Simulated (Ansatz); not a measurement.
**Nb2NS2 MXene monolayer in a perpendicular field**

Wanted: the out-of-plane response of the Nb2NS2 MXene monolayer. A positive field points along +c.

Method: plane-wave DFT, PBE-D3(BJ), Ansatz PAW (set soft_1); PAW set soft_1, in Ansatz 0.2.0.

### 1. The structure

The cell holds 5 atoms: 2 S, 2 Nb and 1 N. Its edges and angles: a = 3.079 Å, b = 3.079 Å, c = 43.019 Å, α = 90.0°, β = 90.0°, γ = 120.0°. Vacuum lies along c.

### 2. Relaxing the slab

The starting cell is a guess, so the in-plane lattice and the atoms are relaxed first, with the slab cut off from its images along the normal.

input.yaml

```yaml
crystal:
  lattice:
    - [3.079076, 0.0, 0.0]
    - [-1.539538, 2.6665580362, 0.0]
    - [0.0, 0.0, 43.0189594073]
  atoms:
    - { symbol: S, position: [0.3333333333, 0.6666666667, 0.4300429451] }
    - { symbol: Nb, position: [0.6666666667, 0.3333333333, 0.4717584671], spin: 1.0 }
    - { symbol: "N", position: [0.0, 0.0, 0.5] }
    - { symbol: Nb, position: [0.3333333333, 0.6666666667, 0.5282415329], spin: 1.0 }
    - { symbol: S, position: [0.6666666667, 0.3333333333, 0.5699570549] }
  periodic: [true, true, false]
magnetization:
  spin_polarized: true
kpoints:
  mp_grid: { grid: [12, 12, 1] }
hamiltonian:
  xc: pbe
  dispersion: d3bj
  pseudopotentials: { kind: paw, azcp: { folder: soft_1 } }
scf:
  occupations: { method: fermi_dirac, width: 0.05 }
  convergence: { dr2_threshold: 1.0e-09 }
relax:
  f_tol: 0.004
  max_steps: 90
  cell: {}
output:
  write_potential: true
  write_density: true
  volumetric_format: npy
```

Started as:

```bash
$ ansatz run input.yaml --threads 2 --pin off --max-ram 3072MiB --backend cpu --events-out ev --progress --plain --runs-dir out
```

Numbers of over 12 decimals in the logs are rounded to 6 here.

Output:

```text
Warning: relax.cell: scf.convergence.dr2_threshold = 1e-9 eV is looser than the 1.94850445218e-10 eV advised for a relaxation that steers and ends on the stress (1e-10 eV for each atom of the cell: 5, times the square of relax.cell.stress_2d_tol = 0.05 N/m over 16.0 Å (the atoms' height at the walk's start and 5 Å past either face), 3.121e-2 GPa, over a crystal's default 0.05). What an SCF threshold leaves in a stress goes as its square root, and in the free energy as the threshold itself, and one threshold admits the most on a small cell: [figures from the program's tests cut] Set scf.convergence.dr2_threshold to 1.94850445218e-10 eV or tighter. [rest of the remark cut]
Engine: ansatz 0.2.0, aarch64-unknown-linux-gnu
Pseudopotentials: kind: paw
Pseudopotential: S, paw, valence charge 6, recommended cutoff 420 eV (normal), soft_1/S.paw.azcp
Pseudopotential: Nb, paw, valence charge 13, recommended cutoff 420 eV (normal), soft_1/Nb.paw.azcp
Pseudopotential: N, paw, valence charge 5, recommended cutoff 420 eV (normal), soft_1/N.paw.azcp
Functional definition: PBE
  parameter kappa = 0.804
  parameter beta = 0.066725
  exchange = pbe_x(kappa = kappa, mu = beta*pi^2/3)
  correlation = pbe_c(beta = beta)
Crystal: 5 atoms, lattice volume = 353.209 Å³
Basis set: ecut = 420 eV, 6875 PW (Γ), exchange–correlation on 48×48×576 points (8 copies of the dense FFT grid, shifted against one another)
Bands: 28, of which v1, the nominal top of the filled ones, is band 22 counted from 1 (21 counted from 0)
Symmetry: 12 space group operations
Space group: P-3m1 (ITA 164), of the structure as read, at distance tolerance 7.1e-5 Å
Magnetic group: BNS 164.85 (UNI 1315), of the structure as read, at distance tolerance 7.1e-5 Å
k-points: 19 of 144
Non-local potential: S, projectors of the file, l = 0: 2, l = 1: 2, l = 2: 1
Non-local potential: Nb, projectors of the file, l = 0: 3, l = 1: 2, l = 2: 2, l = 3: 1
Non-local potential: N, projectors of the file, l = 0: 2, l = 1: 2, l = 2: 1
PAW form: soft (Blöchl's): semilocal exchange-correlation on the pseudo side does not see the compensation charge
PAW one-centre angular grid: S, 110 points (default); XC on 64 Gauss nodes
PAW one-centre angular grid: Nb, 590 points (default); XC on 64 Gauss nodes
PAW one-centre angular grid: N, 110 points (default); XC on 64 Gauss nodes
Initial density: superposition of atomic densities (neutral atoms: chi_scale 0, normalization atom)
Starting moments: Σ|m| = 2 μB on 2 of 5 sites
Initial wavefunctions: pseudopotential atomic-orbital guess
Functional: x = pbe(κ = 0.804, μ = 0.219515), c = pbe(β = 0.066725)
SCF iter   1: F=—  HF=-11302.361780 eV  |F-HF|=—  |Δ(HF+E_count)|=         —  Δρ=3.09e-2 (↑3.09e-2 ↓2.61e-2)  dr2=1.48e1  dr2_m=1.36e-1  M=0.724 μB ∫|m|=0.897 μB  β_m=0.30  ethr=3.10e-3  ⟨swp⟩=17.6  Hψ=9589  notcnv=0
Mixer restart at iter 1: flushing history
preconditioner: auto → LDOS  [metal: Δε(μ)=0.030 eV  Ē_g=9.323 eV  σ=0.050 eV  W_gap=0.15  n_scr=26 (ndim 8)  ℏωp=10.3 eV  f_vac=0.768  D(μ)=2.49/eV (n_scr^D=14)]
spin=Collinear: LDOS preconditioning applied to the charge; magnetization (m = ρ↑ − ρ↓) channel mixes plain (no charge-response kernel on spin).
SCF iter   2: F=—  HF=-11300.260349 eV  |F-HF|=—  |Δ(HF+E_count)|=    2.10e0  Δρ=2.00e-2 (↑2.00e-2 ↓1.67e-2)  dr2=6.19e0  dr2_m=7.98e-2  M=0.606 μB ∫|m|=0.780 μB  β_m=0.54  ethr=3.10e-3  ⟨swp⟩=4.4  Hψ=2946  notcnv=0  defer=29
SCF iter   3: F=—  HF=-11299.194596 eV  |F-HF|=—  |Δ(HF+E_count)|=    1.07e0  Δρ=3.43e-3 (↑3.13e-3 ↓3.43e-3)  dr2=8.22e-2  dr2_m=1.31e-2  M=0.301 μB ∫|m|=0.449 μB  β_m=0.61  ethr=3.10e-3  ⟨swp⟩=4.8  Hψ=2861  notcnv=0  defer=30
SCF iter   4: F=—  HF=-11299.263174 eV  |F-HF|=—  |Δ(HF+E_count)|=         —  Δρ=2.37e-3 (↑2.37e-3 ↓2.04e-3)  dr2=8.52e-3  dr2_m=1.39e-2  M=0.071 μB ∫|m|=0.156 μB  β_m=0.61  ethr=1.91e-4  ⟨swp⟩=4.7  Hψ=3295  notcnv=0  defer=24
SCF iter   5: F=—  HF=-11299.265005 eV  |F-HF|=—  |Δ(HF+E_count)|=   1.83e-3  Δρ=1.07e-3 (↑1.07e-3 ↓9.46e-4)  dr2=1.09e-3  dr2_m=3.12e-3  M=0.034 μB ∫|m|=0.087 μB  β_m=0.81  ethr=1.98e-5  ⟨swp⟩=4.0  Hψ=2717  notcnv=0  defer=24
SCF iter   6: F=—  HF=-11299.265968 eV  |F-HF|=—  |Δ(HF+E_count)|=   9.63e-4  Δρ=2.63e-4 (↑1.95e-4 ↓2.63e-4)  dr2=1.69e-4  dr2_m=1.40e-4  M=0.006 μB ∫|m|=0.023 μB  β_m=0.80  ethr=2.52e-6  ⟨swp⟩=3.5  Hψ=2591  notcnv=0  defer=24
SCF iter   7: F=—  HF=-11299.266007 eV  |F-HF|=—  |Δ(HF+E_count)|=   3.95e-5  Δρ=5.92e-5 (↑5.73e-5 ↓5.92e-5)  dr2=3.97e-6  dr2_m=1.00e-5  M=0.001 μB ∫|m|=0.007 μB  β_m=0.86  ethr=3.93e-7  ⟨swp⟩=3.4  Hψ=2534  notcnv=0  defer=24
SCF iter   8: F=—  HF=-11299.266019 eV  |F-HF|=—  |Δ(HF+E_count)|=   1.16e-5  Δρ=1.48e-5 (↑1.48e-5 ↓1.30e-5)  dr2=2.16e-6  dr2_m=4.12e-7  M=-0.000 μB ∫|m|=0.001 μB  β_m=0.86  ethr=9.24e-9  ⟨swp⟩=4.5  Hψ=3106  notcnv=0  defer=24
SCF iter   9: F=—  HF=-11299.266019 eV  |F-HF|=—  |Δ(HF+E_count)|=   6.24e-7  Δρ=4.92e-6 (↑4.54e-6 ↓4.92e-6)  dr2=1.39e-7  dr2_m=5.20e-8  M=-0.000 μB ∫|m|=0.000 μB  β_m=0.86  ethr=5.03e-9  ⟨swp⟩=3.9  Hψ=2472  notcnv=0  defer=24
SCF iter  10: F=—  HF=-11299.266020 eV  |F-HF|=—  |Δ(HF+E_count)|=   3.59e-7  Δρ=1.29e-6 (↑1.27e-6 ↓1.29e-6)  dr2=2.28e-9  dr2_m=4.74e-9  M=-0.000 μB ∫|m|=0.000 μB  β_m=0.93  ethr=3.24e-10  ⟨swp⟩=3.4  Hψ=2580  notcnv=0  defer=24
SCF iter  11: F=—  HF=-11299.266020 eV  |F-HF|=—  |Δ(HF+E_count)|=   4.42e-8  Δρ=3.07e-7 (↑2.41e-7 ↓3.07e-7)  dr2=4.76e-10  dr2_m=1.65e-10  M=-0.000 μB ∫|m|=0.000 μB  β_m=0.91  ethr=5.31e-12  ⟨swp⟩=4.8  Hψ=3223  notcnv=0  defer=24
SCF iter  12: F=-11299.266020 eV  HF=-11299.266020 eV  |F-HF|=1.58e-9  |Δ(HF+E_count)|=   2.05e-9  Δρ=8.73e-8 (↑8.73e-8 ↓8.35e-8)  dr2=9.67e-11  dr2_m=8.23e-12  M=-0.000 μB ∫|m|=0.000 μB  ethr=1.11e-12  ⟨swp⟩=9.0  Hψ=9112  notcnv=0
WARN: the starting moments were not kept: the SCF closed with an absolute magnetisation of 4.2e-6 μB, where they sum to 2 μB in size (2 sites). That is at most 0.1 of that sum. Measured as dr2_m measures the in/out step, that magnetisation stands 1.7e-12 eV from none, at or under the dr2_threshold of 1.0e-9 eV: it is no larger than a step whose dr2_m would equal this threshold. The system may hold no moment; this SCF [...]
SCF 1 converged in 12 iterations: F = -11299.266020 eV  dr2 = 9.67e-11
  greatest PAW one-centre occupation: 0.998 electrons in one spin orbital (limit 2), on the Nb atom at site 3 (counted from 0), in its partial waves of l = 0
[...]
relax step   8: F+E_penalty+E_count = -11299.93269487 eV  Δ(F+E_penalty+E_count) = -3.025e-5 eV  max|allowed force component| = 1.084e-3 eV/Å  Δτ_max = 0.0018 Å  P = +0.015 N/m  Ω = 399.114 Å³  energy of the carried Pulay correction = -5.734e-5 eV  fix = [c, alpha, beta]  reactions: c +0.000 N/m  (8 SCF iters, accepted)
iter 1 solved again at ethr=5.46e-7 eV; its pass at ethr=3.10e-3 eV (dr2=2.35e-4 eV) is discarded
SCF iter   1: F=—  HF=-11299.932601 eV  |F-HF|=—  |Δ(HF+E_count)|=         —  Δρ=5.21e-6 (↑5.21e-6 ↓5.21e-6)  dr2=4.13e-8  dr2_m=2.99e-12  M=0.000 μB ∫|m|=0.000 μB  β_m=0.65  ethr=5.46e-7  ⟨swp⟩=6.6  Hψ=14850  notcnv=0
eigensolver tolerance schedule: the retry pair's looser diagonalisation over-reported the residual by 5693.43 of it (diagonalisation noise at an unbounded share of the residual, at the tolerance the schedule requests for it); recorded, not acted on — ethr = c·dr2/N_el stays at c = 1.0e-1
preconditioner: auto → Resta (q_TF=auto, 1.882 Å⁻¹)  ε∞=2.4  [insulator: Δε(μ)=0.215 eV  Ē_g=8.274 eV  σ=0.050 eV  W_gap=0.72  n_scr=24 (ndim 8)  ℏωp=9.7 eV  f_vac=0.785  D(μ)=1.26/eV (n_scr^D=10)  ε∞_Penn≈2.4  vacuum switching on, ρ_ref=5.0e-3 e/Å³]
spin=Collinear: Resta preconditioning applied to the charge; magnetization (m = ρ↑ − ρ↓) channel mixes plain (no charge-response kernel on spin).
SCF iter   2: F=—  HF=-11299.932720 eV  |F-HF|=—  |Δ(HF+E_count)|=   1.19e-4  Δρ=2.08e-6 (↑2.08e-6 ↓2.07e-6)  dr2=8.74e-8  dr2_m=8.08e-13  M=0.000 μB ∫|m|=0.000 μB  β_m=0.30  ethr=9.60e-11  ⟨swp⟩=6.5  Hψ=4430  notcnv=0
SCF iter   3: F=—  HF=-11299.932696 eV  |F-HF|=—  |Δ(HF+E_count)|=   2.34e-5  Δρ=2.54e-6 (↑2.54e-6 ↓2.54e-6)  dr2=1.25e-8  dr2_m=1.12e-12  M=-0.000 μB ∫|m|=0.000 μB  β_m=0.65  ethr=9.60e-11  ⟨swp⟩=2.7  Hψ=1464  notcnv=0
SCF iter   4: F=—  HF=-11299.932744 eV  |F-HF|=—  |Δ(HF+E_count)|=   4.82e-5  Δρ=1.02e-6 (↑1.02e-6 ↓1.02e-6)  dr2=4.92e-9  dr2_m=2.99e-13  M=-0.000 μB ∫|m|=0.000 μB  β_m=0.58  ethr=2.90e-11  ⟨swp⟩=4.6  Hψ=2451  notcnv=0
SCF iter   5: F=—  HF=-11299.932761 eV  |F-HF|=—  |Δ(HF+E_count)|=   1.64e-5  Δρ=3.78e-7 (↑3.78e-7 ↓3.77e-7)  dr2=7.99e-9  dr2_m=3.59e-14  M=-0.000 μB ∫|m|=0.000 μB  β_m=0.49  ethr=1.15e-11  ⟨swp⟩=4.7  Hψ=2817  notcnv=0
SCF iter   6: F=—  HF=-11299.932761 eV  |F-HF|=—  |Δ(HF+E_count)|=   5.59e-7  Δρ=2.27e-7 (↑2.26e-7 ↓2.27e-7)  dr2=2.50e-9  dr2_m=1.92e-14  M=-0.000 μB ∫|m|=0.000 μB  β_m=0.74  ethr=1.15e-11  ⟨swp⟩=2.1  Hψ=1331  notcnv=0
SCF iter   7: F=-11299.932761 eV  HF=-11299.932761 eV  |F-HF|=6.17e-9  |Δ(HF+E_count)|=   1.20e-7  Δρ=3.23e-8 (↑3.08e-8 ↓3.23e-8)  dr2=2.47e-11  dr2_m=3.49e-15  M=-0.000 μB ∫|m|=0.000 μB  ethr=2.33e-12  ⟨swp⟩=13.3  Hψ=9564  notcnv=0
the starting moments were not kept: the SCF closed with an absolute magnetisation of 9.4e-8 μB, where they sum to 2 μB in size (2 sites). That is at most 0.1 of that sum. Measured as dr2_m measures the in/out step, that magnetisation stands 1.0e-15 eV from none, at or under the dr2_threshold of 1.0e-9 eV: it is no larger than a step whose dr2_m would equal this threshold.
SCF 9 converged in 7 iterations: F = -11299.932761 eV  dr2 = 2.47e-11
relax step   9: F+E_penalty+E_count = -11299.93276149 eV  Δ(F+E_penalty+E_count) = -6.662e-5 eV  max|allowed force component| = 1.095e-3 eV/Å  Δτ_max = 0.0000 Å  P = +0.016 N/m  Ω = 399.114 Å³  fix = [c, alpha, beta]  reactions: c +0.000 N/m  stress off target by 1.56e-2 N/m on what of the cell is left free  SCF on the basis re-selected at this cell (its energy is not comparable with the rows above)  (7 SCF iters)
basis re-selected at this cell: Δ(F+E_penalty+E_count) = -6.662e-5 eV, ΔP = +0.000 N/m vs the last step (what re-selecting the basis moved, of the pressure what is left beyond the Pulay correction that the steps carried, after the strain that the cell walked since its last selection, with what the two solves' SCF thresholds leave and, on support functions, any second-order correction that the steps lacked; it is no m [...]
WARN: The input density's exchange-correlation potential varies sharply where the density is thin. Do not read a vacuum level from v_tot or v_xc, or from such a field of the output density. On a cell that repeats whose density bears no net charge and no dipole along the vacuum's axis use v_es (v_loc + v_h of the components); under efield.dipole_correction with no amplitude use v_es + v_field, which holds any external [...]
SCF converged after 7 iterations
Magnetization: -0.0000 μB (21.5000 up, 21.5000 down)
Absolute magnetization: 0.0000 μB (∫|ρ↑−ρ↓|, with the PAW one-centre terms)
Spin contamination: 0.0000 ħ² per cell (⟨S²⟩ above its minimum at these occupations)
Per-site moments (μB) at R_I (Å): [(7.81770476355008e-9, 1.023489), (-1.1492430212705939e-8, 0.910398), (2.1835327853524398e-8, 0.910398), (-1.149243024003628e-8, 0.910398), (7.817704800998774e-9, 1.023489)]
Free energy (F): -11299.932761 eV
Harris-Foulkes:  -11299.932761 eV  (|F-HF|=6.17e-9)
Internal energy: -11299.921575 eV  (E = F + TS)
E sigma→0 (E₀):  -11299.927168 eV
Entropy (-TS):   -0.011186 eV (-2.237 meV/atom)
Fermi energy:    -5.396191 eV
--- Per-component energies (eV) ---
  E_band       = -1006.357399
  E_kinetic    = 1088.415592
  E_local      = -159008.492562  (includes V_loc(G=0)·N_el)
  E_nonlocal   = 290.355302
  E_hartree    = 78770.465025
  E_xc         = -570.688670
  E_vxc        = -644.757409  (∫ρ·V_xc dr)
  E_paw        = -7508.009774  (= ΣΔE_a)
  E_vpaw       = -272.810182  (= ΣTr[D̂ρ^β])
  E_aug_tail   = 0.000960  (compensation charges beyond the density's cutoff)
  E_ewald      = 75639.900439
  E_disp       = -1.867886  (pairwise vdW)
  E_smearing   = -0.011186  (= −TS)
  E_closure    = 0.000000  (closes the sum)
  Σ components = -11299.932761   (vs F -11299.932761, Δ=0.00e0)
--- Forces (eV/Å), atoms counted from 1 ---
  atom   1  S      0.00000000    -0.00000000    -0.00032215
  atom   2  Nb     0.00000000     0.00000000    -0.00109505
  atom   3  N     -0.00000000     0.00000000     0.00000000
  atom   4  Nb     0.00000000    -0.00000000     0.00109505
  atom   5  S      0.00000000     0.00000000     0.00032215
  max |Σ_I F_I| component: 1.39e-17 eV/Å
--- 2D stress c σ (N/m, compression-positive) ---
        0.015632      -0.000000      -0.000000
       -0.000000       0.015632      -0.000000
       -0.000000      -0.000000       0.000000
  P = ½ c Tr σ = 0.0156 N/m
--- Band table (eV; the first three rows and the last of 38) ---
  k-point 0 ↑: bands = [... 18 lower, -6.7533, -6.7533, -6.1378, -6.1378, -5.7430, -4.6304, -4.2718, -4.2718, ... 2 higher]
  k-point 1 ↑: bands = [... 18 lower, -7.2232, -7.1167, -6.3208, -5.8010, -5.4930, -4.4305, -4.1960, -4.1623, ... 2 higher]
  k-point 2 ↑: bands = [... 18 lower, -7.4094, -7.3478, -6.8658, -5.5156, -5.1395, -4.3494, -3.7147, -3.7023, ... 2 higher]
  k-point 18 ↓: bands = [... 18 lower, -8.8782, -8.8782, -5.4925, -5.4925, -4.9903, -3.2007, -3.2007, -2.7898, ... 2 higher]
  the weakly bound empty levels are not read free of the cell's end (no_gap_told)
--- Relaxed structure (7 steps of the walk, 7 accepted, 2 SCFs on fresh bases) ---
  F+E_penalty+E_count = -11299.93276149 eV   max|allowed force component| = 1.095e-3 eV/Å   (the final SCF, on the basis selected at the relaxed cell)
  cell:  # Å, volume = 399.1137 Å³
    - [3.273053, 0, 0]
    - [-1.636527, 2.834547, 0]
    - [0, 0, 43.0189594073]
  atoms:
    - { symbol: S, position: [0.333333, 0.666667, 0.436120] }
    - { symbol: Nb, position: [0.666667, 0.333333, 0.473496] }
    - { symbol: N, position: [0, 0, 0.500000] }
    - { symbol: Nb, position: [0.333333, 0.666667, 0.526504] }
    - { symbol: S, position: [0.666667, 0.333333, 0.563880] }
```

Elapsed: 2.1 min, on 2 threads of Arm Neoverse V2, shared host; peak memory 0.82 GiB.

Relaxation path:

```csv
step,energy less that of the first step (eV),largest force component (eV/Å),volume (Å³)
1,0.0000,1.4228,353.21
2,-0.5703,0.5247,380.99
3,-0.6129,0.5470,405.66
4,-0.6557,0.0801,399.18
5,-0.6562,0.0061,398.47
6,-0.6562,0.0001,398.54
7*,-0.6666,0.0006,398.54
8,-0.6667,0.0011,399.11
9*,-0.6667,0.0011,399.11
```

Relaxation steps marked * repeat the geometry before them on a plane-wave basis chosen anew for their cell, so energy and pressure can jump there.

The run keeps the 12 symmetry operations that it works with, so distortions that break them were not tested.

```csv
cell as run,before,after,change
a (Å),3.079,3.273,+6.3 %
b (Å),3.079,3.273,+6.3 %
```

The atoms that moved most (Å, along periodic axes as changes of fractional coordinates times the final cell, across vacuum about the mean position):

```csv
atom,dx,dy,dz,length
S1,0.000,0.000,0.261,0.261
S5,0.000,0.000,-0.261,0.261
Nb4,0.000,0.000,-0.075,0.075
Nb2,0.000,0.000,0.075,0.075
```

Final coordinates:

```xyz
5
Lattice="3.2731 0.0000 0.0000 -1.6365 2.8345 0.0000 0.0000 0.0000 43.0190" Properties=species:S:1:pos:R:3
S     0.0000    1.8897   18.7614
Nb    1.6365    0.9448   20.3693
N     0.0000    0.0000   21.5095
Nb    0.0000    1.8897   22.6497
S     1.6365    0.9448   24.2576
```

This step gave:

| Item | Value |
| --- | --- |
| energy at zero smearing | -11299.9272 eV |

The lattice constant a goes from 3.079 to 3.273 Å.

[end of part 1 of 2]

[Logs are printed without paths, hosts, clocks, repeated set-up lines and the standing remarks that a program may print on its own settings, such as how far it seeks lower states.]

[Hosts, paths, dates, database ids (printed as entryN), source tags and the programs' standing remarks are cut or masked in the printed files.]

[Maps of the electrostatic potential energy from Ansatz leave out the sawtooth potential of an applied field or a dipole correction, so their vacuum need not be flat; planar profiles and work functions include it.]
